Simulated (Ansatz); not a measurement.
Relaxation path: Sb (beta tin type)

DFT, PBE, PAW with Ansatz's default frozen-core files, scalar-relativistic (Ansatz 0.2.0); a Γ-centred 16×16×16 k mesh, Fermi–Dirac smearing of 0.08 eV, no spin polarisation. The run relaxes cell and atoms at a target pressure of 100 GPa.

Command: `ansatz run input.yaml --threads 1 --pin off --max-ram 3584MiB --backend cpu --events-out ev --progress --plain --runs-dir out` It took 48 s on 1 thread of Intel(R) Xeon(R) Platinum 8488C (Sapphire Rapids) (shared host), peak memory 0.52 GiB.

```yaml
crystal:
  lattice:
    - [-2.4600268112, 2.4600268112, 1.3530147461]
    - [2.4600268112, -2.4600268112, 1.3530147461]
    - [2.4600268112, 2.4600268112, -1.3530147461]
  atoms:
    - { symbol: Sb, position: [-0.375, -0.125, -0.25] }
    - { symbol: Sb, position: [0.375, 0.125, 0.25] }
kpoints:
  mp_grid: { grid: [16, 16, 16] }
scf:
  occupations: { method: fermi_dirac, width: 0.08 }
hamiltonian:
  xc: pbe
  pseudopotentials: { kind: paw }
output:
  forces: true
  stress: true
  eigenvalues: true
relax:
  f_tol: 0.005
  max_steps: 40
  cell: { p_target: 100.0, stress_tol: 0.05 }
```

Each step lists its enthalpy F + pV a cell above the last geometry, the pressure, the cell vectors (Å), and Cartesian positions (Å) with forces (eV/Å).

The first step:

```
step 1  dH = 152.68 meV  P = 122.8 GPa
  cell -2.4600 2.4600 1.3530  2.4600 -2.4600 1.3530  2.4600 2.4600 -1.3530
  Sb 0.0000 -1.2300 -0.3383   0.0000 0.0000 0.0000
  Sb 0.0000 1.2300 0.3383   0.0000 0.0000 0.0000
```

Spin–orbit coupling is left out, which matters for the heavy atoms.

Where does the relaxation end, and by which steps?

After 5 geometries, with conventional a, b, c = 5.066, 5.066, 2.688 Å, at 17.248 Å³/atom (+5.32 % against the start) in space group I4_1/amd, with a shortest distance of 2.621 Å. The further steps:
```
step 2  dH = 197.10 meV  P = 75.6 GPa  (not accepted)
  cell -2.5800 2.5800 1.3856  2.5800 -2.5800 1.3856  2.5800 2.5800 -1.3856
  Sb 0.0000 -1.2900 -0.3464   0.0000 0.0000 0.0000
  Sb 0.0000 1.2900 0.3464   0.0000 0.0000 0.0000
step 3  dH = 6.27 meV  P = 100.7 GPa
  cell -2.5186 2.5186 1.3568  2.5186 -2.5186 1.3568  2.5186 2.5186 -1.3568
  Sb 0.0000 -1.2593 -0.3392   0.0000 0.0000 0.0000
  Sb 0.0000 1.2593 0.3392   0.0000 0.0000 0.0000
step 4  dH = 1.42 meV  P = 99.6 GPa
  cell -2.5279 2.5279 1.3507  2.5279 -2.5279 1.3507  2.5279 2.5279 -1.3507
  Sb 0.0000 -1.2640 -0.3377   0.0000 0.0000 0.0000
  Sb 0.0000 1.2640 0.3377   0.0000 0.0000 0.0000
step 5  dH = 0.00 meV  P = 100.0 GPa
  cell -2.5330 2.5330 1.3441  2.5330 -2.5330 1.3441  2.5330 2.5330 -1.3441
  Sb 0.0000 -1.2665 -0.3360   0.0000 0.0000 0.0000
  Sb 0.0000 1.2665 0.3360   0.0000 0.0000 0.0000
step 6  dH = -1.07 meV  P = 100.0 GPa  (same geometry on a basis chosen anew; earlier energies don't compare to the last digit)
  cell -2.5330 2.5330 1.3441  2.5330 -2.5330 1.3441  2.5330 2.5330 -1.3441
  Sb 0.0000 -1.2665 -0.3360   0.0000 0.0000 0.0000
  Sb 0.0000 1.2665 0.3360   0.0000 0.0000 0.0000
```
